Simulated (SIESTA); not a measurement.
Set up this calculation in SIESTA 5.4.2, as the native input.

| Item | Value |
| --- | --- |
| Task | band structure |
| Functional | PBE |
| Potentials or basis | PseudoDojo 0.4 standard (PBE files) |
| Basis | SZP (energy shift 0.005 Ry) |
| Grid cutoff | 800 Ry |
| Energy shift | 0.005 Ry |
| k mesh | 7 × 7 × 7 |
| Occupations | fermi-dirac, width 0.05 eV |
| Spin | no spin polarisation |

Crystal: HgTe (Coloradoite).

```
Hg Te
1.0
     0.00000    3.21450    3.21450
     3.21450    0.00000    3.21450
     3.21450    3.21450    0.00000
Hg Te
1 1
Direct
  0.00000 0.00000 0.00000
  0.75000 0.75000 0.75000
```

These files were run (other wordings do the same):

HgTe.fdf

```
SystemName                      Coloradoite
SystemLabel                     HgTe
NumberOfSpecies                 2
NumberOfAtoms                   2
%block ChemicalSpeciesLabel
  1  80 Hg
  2  52 Te
%endblock ChemicalSpeciesLabel

LatticeConstant                 1.0 Ang
%block LatticeVectors
     0.0000000000     3.2145000000     3.2145000000
     3.2145000000     0.0000000000     3.2145000000
     3.2145000000     3.2145000000     0.0000000000
%endblock LatticeVectors
AtomicCoordinatesFormat         Fractional
%block AtomicCoordinatesAndAtomicSpecies
     0.0000000000     0.0000000000     0.0000000000  1  Hg
     0.7500000000     0.7500000000     0.7500000000  2  Te
%endblock AtomicCoordinatesAndAtomicSpecies

%block kgrid.MonkhorstPack
    7   0   0  0.0
    0   7   0  0.0
    0   0   7  0.0
%endblock kgrid.MonkhorstPack
XC.Functional                   GGA
XC.Authors                      PBE
PAO.BasisSize                   SZP
PAO.EnergyShift                 0.005 Ry
Mesh.Cutoff                     800 Ry
OccupationFunction              FD
ElectronicTemperature           0.05 eV
MaxSCFIterations                120
SCF.MustConverge                false
SCF.Mixer.Method                Pulay
SCF.Mixer.Weight                0.25
SCF.Mixer.History               8
SCF.DM.Tolerance                5.0e-05
SCF.H.Tolerance                 1.0e-03 eV
WriteForces                     true
Charge.Mulliken                 end
BandLinesScale                  ReciprocalLatticeVectors
%block BandLines
    1    0.000000   0.000000   0.000000  \Gamma
   12    0.500000   0.000000   0.500000  X
    6    0.500000   0.250000   0.750000  W
    4    0.375000   0.375000   0.750000  K
   13    0.000000   0.000000   0.000000  \Gamma
   11    0.500000   0.500000   0.500000  L
    8    0.625000   0.250000   0.625000  U
    4    0.500000   0.250000   0.750000  W
    9    0.500000   0.500000   0.500000  L
    8    0.375000   0.375000   0.750000  K
    1    0.625000   0.250000   0.625000  U
    4    0.500000   0.000000   0.500000  X
%endblock BandLines
```

Potentials or basis: PseudoDojo 0.4 standard (PBE files), SZP (energy shift 0.005 Ry).

The run is started by

```sh
$ siesta < HgTe.fdf > HgTe.out 2>&1
```

Results of the run:

- Pressure: -4.6 GPa
- Band gap on the k mesh: 1.64 eV, indirect (least direct gap 2.64 eV)
- Band gap along the path: 1.51 eV, indirect (least direct gap 2.55 eV)

Caveat: short orbitals over semicore shells can move pressures by several GPa; the valence orbitals were made in a potential fitted to the semicore shell under them, which widens gaps by tenths of an eV or more; spin-orbit coupling is left out, which moves the levels of the heavy elements; the mesh misses the band edges, which the band path finds closer together; the basis of atomic orbitals isn't converged, which shifts pressures, moduli and gaps.

Wall time 13 s on 1 thread of Arm Neoverse V1 (shared host), peak memory 0.21 GiB.
